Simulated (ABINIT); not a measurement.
AgBr:

```xyz
2
Lattice="0.0000 2.8702 2.8702 2.8702 0.0000 2.8702 2.8702 2.8702 0.0000" Properties=species:S:1:pos:R:3 pbc="T T T"
Ag    0.0000    0.0000    0.0000
Br    2.8702    2.8702    2.8702
```

Base run:

```yaml
Program: ABINIT 10.8.3 (patched build)
Functional: WC
Potentials_or_basis: JTH PAW PBE v2.0
Cutoff: 463 eV
k_mesh: 8 × 8 × 8
Occupations: fermi-dirac, width 0.05 eV
Spin: no spin polarisation
```

Its results: band gap on the k mesh 0.48 eV, indirect (least direct gap 2.41 eV); pressure -1.6 GPa.

Q: After a change of settings the same cell gave: band gap on the k mesh 0.64 eV, indirect (least direct gap 2.55 eV); pressure 2.3 GPa. Which change was it?
A. spin from no spin polarisation to spin-orbit coupling, no magnetisation
B. functional from WC to BP86
C. functional from WC to BLYP
D. functional from WC to BLYP; spin from no spin polarisation to spin-orbit coupling, no magnetisation

A: B.

Caveats: the PAW data sets were made with another functional, which shifts forces and pressure a little.
